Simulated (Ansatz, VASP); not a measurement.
## GaP in VASP and in Ansatz

The input INCAR:

```
SYSTEM = GaP
ALGO = Normal
EDIFF = 1E-7
ENCUT = 520
GGA = PE
ISIF = 2
ISMEAR = 0
LASPH = .TRUE.
LCHARG = .FALSE.
LREAL = .FALSE.
LWAVE = .FALSE.
NBANDS = 16
NELM = 100
PREC = Accurate
SIGMA = 0.05
```

The input KPOINTS:

```
k-points
0
G
  8 8 8
  0 0 0
```

File POSCAR:

```
GaP
1.0
    0.0000000000      2.6149099718      2.8901636530
    2.6149099718      0.0000000000      2.8901636530
    2.6149099718      2.6149099718      0.0000000000
Ga P
1 1
Direct
    0.0000000000      0.0000000000      0.0000000000
    0.7500000000      0.7500000000      0.7500000000
```

Input for Ansatz:

```yaml
crystal:
  lattice:
    - [0.0, 2.6149099718, 2.890163653]
    - [2.6149099718, 0.0, 2.890163653]
    - [2.6149099718, 2.6149099718, 0.0]
  atoms:
    - { symbol: Ga, position: [0.0, 0.0, 0.0] }
    - { symbol: P, position: [0.75, 0.75, 0.75] }
basis:
  ecutwfc: 420
kpoints:
  mp_grid: { grid: [8, 8, 8] }
hamiltonian:
  xc: pbe
scf:
  occupations: { method: gaussian, width: 0.05 }
output:
  forces: true
  stress: true
  eigenvalues: true
  write_density: true
  write_potential: true
  elf: true
  volumetric_format: npy
```

Change from the starting cell: strain -0.050 along x and y, +0.050 along z, atoms carried along.

Alike in both runs: task single point; functional PBE; k mesh 8 × 8 × 8; occupations gaussian, width 0.05 eV; no spin polarisation.

|  | VASP | Ansatz |
| --- | --- | --- |
| version | VASP 6.6.1 | Ansatz 0.2.0 |
| potentials or method | VASP PAW PBE potentials, release 64 (Ga_d, P) | scalar-relativistic, plane waves, PAW |
| plane-wave cutoff (eV) | 520 | 420 |
| valence electrons in the cell | 18 | 18 |

```csv
,VASP,Ansatz,Ansatz less VASP
gap on the k mesh at the Fermi level (eV),1.11,1.11,+0.001
least direct gap on the mesh (eV),1.71,1.71,+0.001
pressure (GPa),4.5,4.5,+0.04
largest component of the traceless stress (GPa),5.86,5.85,-0.008
```

A k mesh can miss the band edges.
